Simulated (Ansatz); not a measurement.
The following input was run with Ansatz 0.2.0.

```yaml
crystal:
  lattice:
    - [0.0, 3.0144546, 3.0144546]
    - [3.0144546, 0.0, 3.0144546]
    - [3.0144546, 3.0144546, 0.0]
  atoms:
    - { symbol: Al, position: [0.25, 0.25, 0.25] }
    - { symbol: Al, position: [0.75, 0.75, 0.75] }
    - { symbol: Pt, position: [0.0, 0.0, 0.0] }
basis:
  ecutwfc: 420
kpoints:
  mp_grid: { grid: [12, 12, 12] }
hamiltonian:
  xc: pbe
scf:
  occupations: { method: gaussian, width: 0.1 }
output:
  forces: true
  stress: true
  eigenvalues: true
  populations: true
```

Launched with
```bash
ansatz run input.yaml --threads 1 --pin off --max-ram 1331MiB --backend cpu --events-out ev --progress --plain --runs-dir out
```

Method: DFT PBE, scalar-relativistic, plane waves, PAW (Ansatz).

From the run's log, abridged:

```
Pseudopotentials: kind: paw
Pseudopotential: Al, paw, valence charge 3, recommended cutoff 420 eV (normal)
Pseudopotential: Pt, paw, valence charge 18, recommended cutoff 420 eV (normal)
Functional definition: PBE
Crystal: 3 atoms, lattice volume = 54.784 Å³
Basis set: ecut = 420 eV, 1067 PW (Γ), exchange–correlation on 60×60×60 points (8 copies of the dense FFT grid, shifted against one another)
Bands: 16, of which v1, the nominal top of the filled ones, is band 12 counted from 1 (11 counted from 0)
Symmetry: 48 space group operations
Space group: Fm-3m (ITA 225), of the structure as read, at distance tolerance 3.8e-5 Å
k-points: 72 of 1728
Initial density: superposition of atomic densities (neutral atoms: chi_scale 0, normalization atom), corrected by the library's trained network
Initial wavefunctions: pseudopotential atomic-orbital guess
Functional: x = pbe(κ = 0.804, μ = 0.21951497), c = pbe(β = 0.06672455)
SCF iter   1: F=—  HF=-13600.635708 eV  |F-HF|=—  |Δ(HF+E_count)|=         —  Δρ=1.49e-3  dr2=2.84e-4  ethr=1.77e-3  ⟨swp⟩=5.3  Hψ=5967  notcnv=0
SCF iter   2: F=—  HF=-13600.636382 eV  |F-HF|=—  |Δ(HF+E_count)|=   6.73e-4  Δρ=7.84e-4  dr2=1.33e-4  ethr=1.18e-6  ⟨swp⟩=2.9  Hψ=2757  notcnv=0
SCF iter   3: F=—  HF=-13600.636564 eV  |F-HF|=—  |Δ(HF+E_count)|=   1.82e-4  Δρ=2.49e-4  dr2=3.03e-5  ethr=5.54e-7  ⟨swp⟩=2.0  Hψ=1684  notcnv=0
SCF iter   4: F=—  HF=-13600.636521 eV  |F-HF|=—  |Δ(HF+E_count)|=   4.27e-5  Δρ=6.99e-5  dr2=2.55e-6  ethr=1.26e-7  ⟨swp⟩=2.6  Hψ=1832  notcnv=0
SCF iter   5: F=—  HF=-13600.636522 eV  |F-HF|=—  |Δ(HF+E_count)|=   3.84e-7  Δρ=1.82e-5  dr2=2.01e-7  ethr=1.06e-8  ⟨swp⟩=2.0  Hψ=1638  notcnv=0
SCF iter   6: F=-13600.636522 eV  HF=-13600.636522 eV  |F-HF|=6.64e-9  |Δ(HF+E_count)|=   3.55e-8  Δρ=5.81e-6  dr2=2.00e-8  ethr=4.17e-10  ⟨swp⟩=5.2  Hψ=4394  notcnv=0
SCF 1 converged in 6 iterations: F = -13600.636522 eV  dr2 = 2.00e-8
SCF converged after 6 iterations
Free energy (F): -13600.636522 eV
Harris-Foulkes:  -13600.636522 eV  (|F-HF|=6.64e-9)
Internal energy: -13600.630528 eV  (E = F + TS)
E sigma→0 (E₀):  -13600.633525 eV
Entropy (-TS):   -0.005994 eV (-1.998 meV/atom)
Fermi energy:    10.538958 eV
--- Per-component energies (eV) ---
  E_band       = -327.573075
  E_kinetic    = 683.409476
  E_local      = -2766.057298  (includes V_loc(G=0)·N_el)
  E_nonlocal   = 217.215316
  E_hartree    = 1097.958177
  E_xc         = -341.977283
  E_vxc        = -361.732029  (∫ρ·V_xc dr)
  E_paw        = -10388.335627  (= ΣΔE_a)
  E_vpaw       = -296.330071  (= ΣTr[D̂ρ^β])
  E_aug_tail   = 0.000197  (compensation charges beyond the density's cutoff)
  E_ewald      = -2102.843487
  E_smearing   = -0.005994  (= −TS)
--- Forces (eV/Å), atoms counted from 1 ---
  atom   1  Al     0.00000000     0.00000000     0.00000000
  atom   2  Al     0.00000000     0.00000000     0.00000000
  atom   3  Pt     0.00000000     0.00000000     0.00000000
--- Stress (GPa, compression-positive) ---
       -4.892139       0.000000       0.000000
        0.000000      -4.892139       0.000000
        0.000000       0.000000      -4.892139
  P = ⅓ Tr σ = -4.8921 GPa (-48.921 kbar)
--- Band table (eV; the first three rows and the last of 72) ---
  k-point 0: bands = ["-88.2080", "-42.4278", "-42.4278", "-42.4278", "0.6989", "5.7607", "5.7607", "5.7607", "7.0468", "7.0468", "13.0250", "14.2742", "14.2742", "14.2742", "15.5931", "15.5931"]
  k-point 1: bands = ["-88.2080", "-42.4280", "-42.4279", "-42.4279", "0.7903", "5.7010", "5.7912", "5.7912", "7.0362", "7.0362", "12.7895", "13.4074", "13.9637", "13.9637", "15.9336", "15.9336"]
  k-point 2: bands = ["-88.2080", "-42.4283", "-42.4279", "-42.4279", "1.0603", "5.5416", "5.8713", "5.8713", "7.0184", "7.0184", "11.2321", "13.3645", "13.3645", "13.5685", "16.0546", "16.0546"]
  k-point 71: bands = ["-88.2079", "-42.4291", "-42.4291", "-42.4285", "4.7480", "4.7480", "5.3632", "5.7598", "6.9440", "7.4344", "7.8504", "7.8504", "9.6609", "15.4356", "15.4356", "16.5720"]
--- Löwdin populations: 3 sites ---
  site symbol q [e]
     0     Al      3.0127
     1     Al      3.0127
     2     Pt     17.8109
  spilling = 0.006825 (of n_electrons = 24.000000)
```

The calculation finished and met its thresholds.

Spin–orbit coupling is left out, which can shift energies with elements as heavy as these.